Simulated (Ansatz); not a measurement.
From input file to script: TiO2, space group P3_121 in Ansatz 0.2.0.

```yaml
crystal:
  lattice:
    - [5.291, 0.0, 0.0]
    - [-2.6455, 4.58214, 0.0]
    - [0.0, 0.0, 6.133]
  atoms:
    - { symbol: Ti, position: [0.453, 0.0, 0.3333333333333333] }
    - { symbol: Ti, position: [-2.233498639300643e-17, 0.453, 0.6666666666666666] }
    - { symbol: Ti, position: [0.547, 0.547, 0.0] }
    - { symbol: O, position: [0.408, 0.303, 0.215] }
    - { symbol: O, position: [0.697, 0.105, 0.548333] }
    - { symbol: O, position: [0.895, 0.592, 0.881667] }
    - { symbol: O, position: [0.303, 0.408, 0.7849999999999999] }
    - { symbol: O, position: [0.10500000000000001, 0.697, 0.451667] }
    - { symbol: O, position: [0.592, 0.8950000000000001, 0.118333] }
kpoints:
  mp_grid:
    grid: [4, 4, 3]
hamiltonian:
  xc: r2scan
  dispersion: d3bjatm
scf:
  occupations:
    method: fixed
relax:
  f_tol: 0.05
  cell:
    fix: [angles]
```

Script `tio2.py`:
```python
"""Cell relaxation of TiO2."""

import json

import ansatz as az
from ase.data import atomic_numbers
import numpy as np
from pymatgen.core import Lattice, Structure
from pymatgen.io.ase import AseAtomsAdaptor
import spglib

DISPERSION = "d3bjatm"
MESH = (4, 4, 3)
OCCUPATIONS = "Fixed"
FMAX = 0.05

def edges_and_angles(cell):
    cell = np.asarray(cell)
    a, b, c = np.linalg.norm(cell, axis=1)
    cosines = cell[1] @ cell[2] / (b * c), cell[0] @ cell[2] / (a * c), cell[0] @ cell[1] / (a * b)
    return (a, b, c, *np.degrees(np.arccos(cosines)))


def main() -> None:
    pmg_structure = Structure(
        Lattice([(5.291, 0.0, 0.0), (-2.6455, 4.58214, 0.0), (0.0, 0.0, 6.133)]),
        ["Ti", "Ti", "Ti", "O", "O", "O", "O", "O", "O"],
        [
            (0.453, 0.0, 1 / 3),
            (0.0, 0.453, 2 / 3),
            (0.547, 0.547, 0.0),
            (0.408, 0.303, 0.215),
            (0.697, 0.105, 0.548333),
            (0.895, 0.592, 0.881667),
            (0.303, 0.408, 0.785),
            (0.105, 0.697, 0.451667),
            (0.592, 0.895, 0.118333),
        ],
    )
    system = az.Crystal.from_ase(AseAtomsAdaptor.get_atoms(pmg_structure))

    # edges free, angles fixed
    calculation = (
        system.calculation()
        .functional(az.Functional.R2SCAN, dispersion=DISPERSION)
        .kpoints(*MESH)  # sampling of the Brillouin zone
        .occupations(OCCUPATIONS)  # no smearing
        .relax(force_tolerance=FMAX, fix_cell=["angles"])  # relax until the tolerances are met
    )
    outcome = calculation.run(threads=1, events_out="events.ndjson")
    with open("events.ndjson") as stream:
        events = [json.loads(line) for line in stream]
    steps = [e["data"] for e in events if e["event"] == "relax_step"]
    summary = outcome.report
    print("step   energy (eV)     max comp. (eV/A)   P (GPa)  SCF")
    for s in steps:
        print(f"{s['step']:4d} {s['lagrangian_ev']:15.5f} {s['allowed_force_max_ev_ang']:12.4f} {s['pressure_gpa']:10.3f} {s['n_scf']:5d}")

    first, last = steps[0], steps[-1]
    symbols = [site.symbol for site in outcome.lattice.sites]
    print(f"energy gained {first['lagrangian_ev'] - last['lagrangian_ev']:.4f} eV in {len(steps) - 1} steps")
    for label, vectors in (("before", first["cell_ang"]), ("after", outcome.lattice.cell_ang)):
        print(label, "a b c (A) {:.4f} {:.4f} {:.4f}  angles {:.2f} {:.2f} {:.2f}".format(*edges_and_angles(vectors)), f" V = {abs(np.linalg.det(vectors)):.3f} A^3")
    print("final stress xx yy zz (GPa, compression positive):", np.round(np.diag(summary["stress_gpa"]), 3) + 0.0)

    fractions = [site.position_frac for site in outcome.lattice.sites]
    numbers = [atomic_numbers[s] for s in symbols]
    for tolerance in (1e-3, 1e-2, 1e-1):
        print(f"space group at {tolerance} A:", spglib.get_spacegroup((outcome.lattice.cell_ang, fractions, numbers), symprec=tolerance))

    print("relaxed fractional positions")
    for site in outcome.lattice.sites:
        print(f"  {site.symbol:2s}", " ".join(f"{v % 1:8.5f}" for v in np.round(site.position_frac, 5)))

    print("atom   start x y z (A)              end x y z (A)")
    for symbol, a, b in zip(symbols, first["positions_ang"], last["positions_ang"]):
        print(f"{symbol:3s}", " ".join(f"{v:8.4f}" for v in a), "  ", " ".join(f"{v:8.4f}" for v in b))

    energy = summary["free_energy_ev"]
    print("TiO2: {:.6f} eV = {:.6f} Ry = {:.6f} Ha".format(energy, energy / 13.605693, energy / 27.211386))
    print("Fermi level {:.4f} eV, {} k-points, {} symmetry operations".format(summary["fermi_energy_ev"], summary["n_kpoints"], summary["n_symmetry_ops"]))


if __name__ == "__main__":
    main()
```

```console
$ python tio2.py
DeckWarning: the atoms were moved onto the symmetric positions of the space group found under crystal.symmetry.tolerance 1.0e-5 (fractional; no operation is sought that the atoms, as they stand in a [...]
DeckWarning: basis.ecutwfc = 500 eV, auto-derived from the records' recommended cutoffs: set by Ti (their level for a meta-GGA)
DeckWarning: crystal.symmetry: narrowed to the stabiliser of the fixed cell quantities (relax.cell.fix) — unitary ops 6 → 2. The narrowing is safe, since a smaller group never makes results wrong: [...]
step   energy (eV)     max comp. (eV/A)   P (GPa)  SCF
   1    -10937.80373       2.1606      3.335     9
   2    -10938.10593       1.5003      1.039     7
   3    -10938.27270       0.3875      3.175     8
   4    -10938.30138       0.1408     -0.758     8
   5    -10938.31673       0.1612      0.232     6
   6    -10938.34147       0.0330     -0.082     7
   7    -10938.34314       0.0210     -0.035     9
   8    -10938.34451       0.0052     -0.054    12
   9    -10938.34447       0.0010      0.007     7
  10    -10938.34620       0.0018     -0.001     8
energy gained 0.5425 eV in 9 steps
before a b c (A) 5.2910 5.2910 6.1330  angles 90.00 90.00 120.00  V = 148.689 A^3
after a b c (A) 5.4429 5.4429 5.9306  angles 90.00 90.00 120.00  V = 152.154 A^3
final stress xx yy zz (GPa, compression positive): [-0.003 -0.002  0.001]
space group at 0.001 A: P3_121 (152)
space group at 0.01 A: P3_121 (152)
space group at 0.1 A: P3_121 (152)
relaxed fractional positions
  Ti  0.45517  0.00000  0.33334
  Ti  0.00000  0.45517  0.66666
  Ti  0.54483  0.54483  0.00000
  O   0.41340  0.28879  0.22753
  O   0.71121  0.12461  0.56087
  O   0.87539  0.58660  0.89420
  O   0.28879  0.41340  0.77247
  O   0.12461  0.71121  0.43913
  O   0.58660  0.87539  0.10580
atom   start x y z (A)              end x y z (A)
Ti    2.3968   0.0000   2.0443      2.4774  -0.0000   1.9769
Ti   -1.1984   2.0757   4.0887     -1.2387   2.1455   3.9537
Ti    1.4471   2.5064   0.0000      1.4827   2.5681  -0.0000
O     1.3571   1.3884   1.3186      1.4641   1.3613   1.3494
O     3.4100   0.4811   3.3629      3.5319   0.5874   3.3263
O     3.1693   2.7126   5.4073      3.1682   2.7650   5.3031
O     0.5238   1.8695   4.8144      0.4468   1.9486   4.5812
O    -1.2884   3.1938   2.7701     -1.2573   3.3524   2.6043
O     0.7645   4.1010   0.7257      0.8105   4.1263   0.6275
TiO2: -10938.346203 eV = -803.953625 Ry = -401.976812 Ha
Fermi level 1.6860 eV, 17 k-points, 2 symmetry operations
```
(Warnings from the package without file and line, shortened.)

Notes:
- Absolute energies stand on the zero of these potentials, so only differences at equal settings mean something. A total without «per atom» is that of the cell as typed.
- No spin polarisation was allowed.
- Under fixed occupations the level called the Fermi level is the highest filled one on the SCF mesh; off the mesh a filled band can lie a little above it.
- Only differences from the Fermi energy are physical; the zero of the scale is a convention.
- Energies along a relaxation are free energies. Rows at an unchanged volume are solved on a plane-wave basis chosen afresh for that cell, so the energy jumps there and such rows are no steps of the walk.
- The structure is a deposited one; some such entries were measured under pressure or heat, so a shift against it needn't be the functional's error alone.
- It ran for 3.4 min on 1 thread of Arm Neoverse V2 (shared host), peak memory 0.8 GiB.

(A comment or docstring line of the script was reworded after the run, the code is as it ran; lines on the test bed's own set-up are left out of the output.)
